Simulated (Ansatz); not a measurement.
Ge:

```
Ge
1.0
     0.00000    2.82891    2.82891
     2.82891    0.00000    2.82891
     2.82891    2.82891    0.00000
Ge
2
Direct
  0.75000 0.75000 0.75000
  0.50000 0.50000 0.50000
```

Below is the output of Ansatz 0.2.0 for this cell. Logs are shortened: lines on timing, memory, paths and dates and some standing lists are left out, and cuts for length are marked.

```text
Warning: RAYON_NUM_THREADS=2 ignored (pool sized by the plan → 2); use --threads N
Engine: ansatz 0.2.0, x86_64-unknown-linux-gnu
Pseudopotentials: kind: paw
Pseudopotential: Ge, paw, valence charge 14, recommended cutoff 420 eV (normal), Ge.paw.azcp
Functional definition: RPBE
  parameter kappa = 0.804
  parameter beta = 0.06672455060314922
  exchange = rpbe_x(kappa = kappa, mu = beta*pi^2/3)
  correlation = pbe_c(beta = beta)
Crystal: 2 atoms, lattice volume = 45.278 Å³
Basis set: ecut = 420 eV, 893 PW (Γ), exchange–correlation on 54×54×54 points (8 copies of the dense FFT grid, shifted against one another)
Bands: 18, of which v1, the nominal top of the filled ones, is band 14 counted from 1 (13 counted from 0)
Symmetry: 48 space group operations
Space group: Fd-3m (ITA 227), of the structure as read, at distance tolerance 3.6e-5 Å
k-points: 29 of 512
Non-local potential: Ge, projectors of the file, l = 0: 2, l = 1: 2, l = 2: 3, l = 3: 1
PAW form: soft (Blöchl's): semilocal exchange-correlation on the pseudo side does not see the compensation charge
PAW frozen core: Ge, regenerated for the run's functional, and the local potential with it (the file was generated under x = pbe(κ = 0.804, μ = 0.2195149727645171), c = pbe(β = 0.06672455060314922))
PAW one-centre angular grid: Ge, 590 points (default); XC on 64 Gauss nodes
Initial density: superposition of atomic densities (neutral atoms: chi_scale 0, normalization atom), corrected by the library's trained network
Initial wavefunctions: pseudopotential atomic-orbital guess
Functional: x = rpbe, c = pbe(β = 0.06672455060314922)
SCF iter   1: F=—  HF=-8601.358806 eV  |F-HF|=—  |Δ(HF+E_count)|=         —  Δρ=2.33e-3  dr2=8.07e-4  ethr=1.77e-3  ⟨swp⟩=6.0  Hψ=2497  notcnv=0
preconditioner: auto → none  [insulator: Δε(μ)=0.134 eV  Ē_g=23.512 eV  σ=0.050 eV  W_gap=0.57  n_scr=14 (ndim 8)  ℏωp=29.2 eV  f_vac=0.074  D(μ)=0.06/eV (n_scr^D=0)  ε∞_Penn≈2.5]
SCF iter   2: F=—  HF=-8601.357733 eV  |F-HF|=—  |Δ(HF+E_count)|=   1.07e-3  Δρ=7.18e-4  dr2=2.52e-4  ethr=2.88e-6  ⟨swp⟩=2.0  Hψ=1161  notcnv=0
SCF iter   3: F=—  HF=-8601.357626 eV  |F-HF|=—  |Δ(HF+E_count)|=   1.08e-4  Δρ=3.01e-4  dr2=3.02e-5  ethr=8.99e-7  ⟨swp⟩=2.0  Hψ=928  notcnv=0
SCF iter   4: F=—  HF=-8601.357652 eV  |F-HF|=—  |Δ(HF+E_count)|=   2.62e-5  Δρ=7.31e-5  dr2=7.35e-7  ethr=1.08e-7  ⟨swp⟩=3.0  Hψ=931  notcnv=0
iter 5 did not close the SCF: its close was put off for the readings that it lacked (scf_convergence_deferred on its scf_iter line)
SCF iter   5: F=-8601.357653 eV  HF=-8601.357653 eV  |F-HF|=2.90e-8  |Δ(HF+E_count)|=   1.36e-6  Δρ=1.03e-5  dr2=2.32e-8  ethr=2.63e-9  ⟨swp⟩=2.0  Hψ=931  notcnv=0
[... 49 lines left out ...]
basis re-selected at this cell: Δ(F+E_penalty+E_count) = -7.418e-4 eV, ΔP = +0.022 GPa vs the last step (what re-selecting the basis moved, of the pressure what is left beyond the Pulay correction that the steps carried, after the strain that the cell walked since its last selection, with what the two solves' SCF thresholds leave and, on support functions, any second-order correction that the steps lacked; it is no measure of the basis error at this ecutwfc). The dense FFT grid was sized anew with the basis: this SCF ran on 30×30×30 points, the steps before it on 27×27×27, so part of this shift can come from that change (see relax.cell in the input reference). This SCF's stress stands 2.80e-2 GPa from its target on what of the cell is left free (relax.cell.stress_tol is 5.00e-2 GPa) and its largest allowed force component is 5.55e-17 eV/Å (relax.f_tol is 1.00e-2 eV/Å): within both
SCF converged after 9 iterations
Free energy (F): -8601.419530 eV
Harris-Foulkes:  -8601.419530 eV  (|F-HF|=3.64e-12)
Internal energy: -8601.418431 eV  (E = F + TS)
E sigma→0 (E₀):  -8601.418980 eV
Entropy (-TS):   -0.001099 eV (-0.550 meV/atom)
Fermi energy:    7.601700 eV
--- Per-component energies (eV) ---
  E_band       = -320.506919
  E_kinetic    = 220.719123
  E_local      = -5057.790895  (includes V_loc(G=0)·N_el)
  E_nonlocal   = 835.122646
  E_hartree    = 2215.300804
  E_xc         = -150.346746
  E_vxc        = -127.597257  (∫ρ·V_xc dr)
  E_paw        = -4049.960915  (= ΣΔE_a)
  E_vpaw       = -621.562742  (= ΣTr[D̂ρ^β])
  E_aug_tail   = 0.000553  (compensation charges beyond the density's cutoff)
  E_ewald      = -2614.099189
  E_core_change = -0.363813  (= ΣΔE_core)
  E_smearing   = -0.001099  (= −TS)
  E_closure    = 0.000000  (closes the sum)
  Σ components = -8601.419530   (vs F -8601.419530, Δ=0.00e0)
--- Forces (eV/Å), atoms counted from 1 ---
  atom   1  Ge     0.00000000    -0.00000000     0.00000000
  atom   2  Ge    -0.00000000    -0.00000000    -0.00000000
  max |Σ_I F_I| component: 1.11e-16 eV/Å
--- Stress (GPa, compression-positive) ---
        0.028003      -0.000000       0.000000
       -0.000000       0.028003      -0.000000
        0.000000      -0.000000       0.028003
  P = ⅓ Tr σ = 0.0280 GPa (0.280 kbar)
--- Relaxed structure (4 steps of the walk, 4 accepted, 1 SCFs on fresh bases) ---
  F+E_penalty+E_count = -8601.41953002 eV   max|allowed force component| = 5.551e-17 eV/Å   (the final SCF, on the basis selected at the relaxed cell)
  cell:  # Å, volume = 49.1801 Å³
    - [6.114446439474706e-34, 2.907947134343427, 2.907947134343427]
    - [2.907947134343427, -1.5286116098686771e-33, 2.907947134343427]
    - [2.907947134343427, 2.907947134343427, 3.057223219737353e-34]
  atoms:
    - { symbol: Ge, position: [0.75, 0.75, 0.75] }
    - { symbol: Ge, position: [0.5, 0.5, 0.5] }
```

Task: What input gives this log?

Result: Relaxation of cell and atoms with RPBE, no spin polarisation. The files as run (others can give the same):

input.yaml
```yaml
crystal:
  lattice:
    - [0.0, 2.82891, 2.82891]
    - [2.82891, 0.0, 2.82891]
    - [2.82891, 2.82891, 0.0]
  atoms:
    - { symbol: Ge, position: [0.75, 0.75, 0.75] }
    - { symbol: Ge, position: [0.5, 0.5, 0.5] }
hamiltonian:
  xc: rpbe
  pseudopotentials: { kind: paw }
kpoints:
  mp_grid: { grid: [8, 8, 8] }
scf:
  occupations: { method: fermi_dirac, width: 0.05 }
output:
  forces: true
  stress: true
relax:
  f_tol: 0.01
  max_steps: 40
  cell: { stress_tol: 0.05 }
```

Potentials or basis: Ansatz PAW.
Launch:
```bash
$ ansatz run input.yaml --threads 2 --pin off --max-ram 5632MiB --backend cpu --events-out ev --progress --plain --runs-dir out
```

Caveat: the plane-wave basis is chosen anew once the cell has moved, so the energies of steps on either side of that aren't comparable; the PAW data sets come from PBE, with cores solved anew for the run's functional, which leaves a small shift of forces and pressure.
